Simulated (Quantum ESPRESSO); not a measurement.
A calculation with Quantum ESPRESSO 7.5 of CoO (native input, structure typed inline):

pw.in

```
&CONTROL
  calculation = 'scf'
  prefix = 'pwscf'
  outdir = './tmp'
  pseudo_dir = './pseudo'
  tprnfor = .true.
  tstress = .true.
  disk_io = 'low'
/
&SYSTEM
  ibrav = 0
  nat = 2
  ntyp = 2
  ecutwfc = 55
  ecutrho = 440
  nbnd = 21
  occupations = 'smearing'
  smearing = 'fd'
  degauss = 0.00367493
  nspin = 2
  starting_magnetization(1) = 0.1176
  starting_magnetization(2) = 0
/
&ELECTRONS
  conv_thr = 4d-10
  electron_maxstep = 120
  mixing_beta = 0.3
/
ATOMIC_SPECIES
Co    58.9332 Co_pbe_v1.2.uspp.F.UPF
O     15.9990 O.pbe-n-kjpaw_psl.0.1.UPF
CELL_PARAMETERS angstrom
  -1.5080000000    1.5080000000    2.1072475377
   1.5080000000   -1.5080000000    2.1072475377
   1.5080000000    1.5080000000   -2.1072475377
ATOMIC_POSITIONS crystal
Co     0.0000000000    0.0000000000    0.0000000000
O      0.5000000000    0.5000000000    0.0000000000
K_POINTS automatic
12 12 12 0 0 0
```

The input pp_density.in:

```
&INPUTPP
  prefix = 'pwscf'
  outdir = './tmp'
  filplot = 'density.dat'
  plot_num = 0
/
&PLOT
  nfile = 1
  filepp(1) = 'density.dat'
  iflag = 3
  output_format = 6
  fileout = 'density.cube'
/
```

File pp_potential.in:

```
&INPUTPP
  prefix = 'pwscf'
  outdir = './tmp'
  filplot = 'potential.dat'
  plot_num = 11
/
&PLOT
  nfile = 1
  filepp(1) = 'potential.dat'
  iflag = 3
  output_format = 6
  fileout = 'potential.cube'
/
```

The input pp_spin.in:

```
&INPUTPP
  prefix = 'pwscf'
  outdir = './tmp'
  filplot = 'spin.dat'
  plot_num = 6
/
&PLOT
  nfile = 1
  filepp(1) = 'spin.dat'
  iflag = 3
  output_format = 6
  fileout = 'spin.cube'
/
```

Potentials or basis: SSSP 1.3 efficiency PBE.

Launch:

```sh
$ OMP_NUM_THREADS=2 pw.x -in pw.in > pw.out
$ OMP_NUM_THREADS=2 pp.x -in pp_density.in > pp_density.out
$ OMP_NUM_THREADS=2 pp.x -in pp_potential.in > pp_potential.out
$ OMP_NUM_THREADS=2 pp.x -in pp_spin.in > pp_spin.out
```

Write the same calculation in another form: ASE script, structure from a POSCAR.

As run:

Contents of run.py:

```python
import numpy as np
from ase.calculators.espresso import Espresso, EspressoProfile
from ase.io import read

atoms = read('POSCAR')
atoms.set_initial_magnetic_moments([2.0, 0.0])

input_data = {
    'control': {'calculation': 'scf', 'prefix': 'pwscf', 'outdir': './tmp', 'tprnfor': True, 'tstress': True, 'disk_io': 'nowf'},
    'system': {'ecutwfc': 55.0, 'ecutrho': 440.0, 'nbnd': 21, 'occupations': 'smearing', 'smearing': 'fd', 'degauss': 0.00367493, 'nspin': 2},
    'electrons': {'conv_thr': 4e-10, 'electron_maxstep': 120, 'mixing_beta': 0.3},
}
pseudopotentials = {'O': 'O.pbe-n-kjpaw_psl.0.1.UPF', 'Co': 'Co_pbe_v1.2.uspp.F.UPF'}
profile = EspressoProfile(command='pw.x', pseudo_dir='pseudo')
atoms.calc = Espresso(profile=profile, input_data=input_data, pseudopotentials=pseudopotentials, kpts=(12, 12, 12), koffset=(0, 0, 0))

print(f'energy {atoms.get_potential_energy():.8f} eV')
print('forces (eV/A)')
print(np.round(atoms.get_forces(), 6))
print('stress (eV/A^3, Voigt)')
print(np.round(atoms.get_stress(), 8))
print(f'Fermi level {atoms.calc.get_fermi_level():.4f} eV')
```

POSCAR

```
CoO
1.0
   -1.5080000000      1.5080000000      2.1072475377
    1.5080000000     -1.5080000000      2.1072475377
    1.5080000000      1.5080000000     -2.1072475377
Co O
1 1
Direct
    0.0000000000      0.0000000000      0.0000000000
    0.5000000000      0.5000000000      0.0000000000
```

Potentials or basis: SSSP 1.3 efficiency PBE.

Command:

```sh
$ OMP_NUM_THREADS=2 python run.py
```

Both were run:

|  | native input, structure typed inline | ASE script, structure from a POSCAR |
| --- | --- | --- |
| Pressure | 0.0 GPa | 0.0 GPa |
| Band gap on the k mesh | none (metal or under the smearing width) | none (metal or under the smearing width) |
| Net moment | 2.98 μB per cell | 2.98 μB per cell |
| Absolute moment | 3.00 μB per cell | 3.00 μB per cell |
| Site moments | Co +2.53; O +0.34 μB | Co +2.53; O +0.34 μB |
| Valence electrons inside the program's atomic spheres | Co 14.57; O 5.72 | Co 14.57; O 5.72 |

Keys that steer only the numerical path or the files written may differ.

Caveat: a cell with one magnetic atom can't hold antiferromagnetic order, which such compounds often take; semilocal functionals often make such compounds metallic where correlation or magnetic order opens a gap, which also shifts bond lengths.
